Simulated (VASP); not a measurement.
**PbSe (Clausthalite): relaxation of cell and atoms with PBEsol+rVV10**

The system is PbSe (Clausthalite).

```
CELL_PARAMETERS angstrom
0.00000 3.06065 3.06065
3.06065 0.00000 3.06065
3.06065 3.06065 0.00000
ATOMIC_POSITIONS crystal
Pb 0.00000 0.00000 0.00000
Se 0.50000 0.50000 0.50000
```

```yaml
Program: VASP 6.6.1
Task: relaxation of cell and atoms
Functional: PBEsol
Dispersion: rVV10
Potentials_or_basis: VASP PAW PBE potentials, release 64 (Pb_d, Se)
Cutoff: 600 eV
k_mesh: 8 × 8 × 8
Occupations: fermi-dirac, width 0.05 eV
Spin: no spin polarisation
Further_INCAR_settings: ALGO = Fast; EDIFF = 1e-06; IBRION = 2; EDIFFG = -0.01; NSW = 60; ISIF = 3
```

```
Relaxed volume                         : 28.21 Å³/atom
Relaxed cell                           : a = 4.305 Å, b = 4.305 Å, c = 4.305 Å, α = 60.00°, β = 60.00°, γ = 60.00°
Space group after relaxing (to 0.05 Å) : Fm-3m (No. 225)
Energy gained by relaxing              : 1.3 meV/atom
Ionic steps                            : 3
Pressure after relaxing                : 0.0 GPa
Band gap on the k mesh                 : 0.13 eV, direct
```

Step by step:
| step | energy change (eV) | largest force (eV/Å) | pressure (GPa) | volume (Å³) |
| --- | --- | --- | --- | --- |
| 1 | 0.0000 | 0.0000 | -0.87 | 57.34 |
| 2 | -0.0022 | 0.0000 | 0.35 | 56.05 |
| 3 | -0.0026 | 0.0000 | 0.01 | 56.41 |

Final structure:
```
Pb Se
1.0
     0.00000    3.04400    3.04400
     3.04400    0.00000    3.04400
     3.04400    3.04400    0.00000
Pb Se
1 1
Direct
  0.00000 0.00000 0.00000
  0.50000 0.50000 0.50000
```

Levels at points of the mesh, in eV from the valence-band top:
| k point | band 8 | band 9 | band 10 | band 11 | band 12 | band 13 |
| --- | --- | --- | --- | --- | --- | --- |
| (0.00, 0.00, 0.00) | -1.96 | -1.96 | -1.96 | 4.70 | 4.70 | 4.70 |
| (0.50, 0.00, 0.00) | -1.54 | -1.54 | 0.00 | 0.13 | 1.60 | 1.60 |
| (0.50, 0.50, 0.00) | -5.19 | -3.37 | -3.37 | 3.47 | 5.63 | 5.63 |

It took 5.2 min on 1 thread of Intel(R) Xeon(R) Platinum 8259CL CPU @ 2.50GHz (Skylake/Cascade Lake), with other jobs on the host, peak memory 0.39 GiB.

The cell as given is a measured one (28.67 Å³/atom); PBEsol+rVV10 puts the equilibrium volume -1.6 % from it, thermal expansion not counted.

Caveat: the PAW data sets were made with another functional, which shifts forces and pressure a little; spin-orbit coupling is left out, which as a rule narrows the gap of such compounds by several tenths of an eV.
